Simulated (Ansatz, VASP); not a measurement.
## La in VASP and in Ansatz

```xyz
2
Lattice="0.0000 3.2839 3.2839 3.2839 0.0000 3.2839 3.2839 3.2839 0.0000" Properties=species:S:1:pos:R:3 pbc="T T T"
La    0.8210    0.8210    0.8210
La    5.7468    5.7468    5.7468
```

Alike in both runs: functional PBEsol; k mesh 8 × 8 × 8; occupations fermi-dirac, width 0.1 eV; no spin polarisation.

Ansatz relaxed the structure, and its values are those at the end. VASP's run is a single point on that final structure, the one shown.

|  | VASP | Ansatz |
| --- | --- | --- |
| version | VASP 6.6.1 | Ansatz 0.2.0 |
| potentials or method | VASP PAW PBE potentials, release 64 (La) | plane waves (420 eV) with PAW, scalar-relativistic |
| plane-wave cutoff (eV) | 520 | 420 |
| valence electrons in the cell | 22 | 22 |

```csv
,VASP,Ansatz,Ansatz less VASP
pressure (GPa),0.0,0.0,+0.01
```

Ansatz warned: «pseudo_functional_mismatch».

Caveats: the PAW data sets were made with another functional, which shifts forces and pressure a little (VASP). Spin-orbit coupling is left out, which matters for the levels of La.
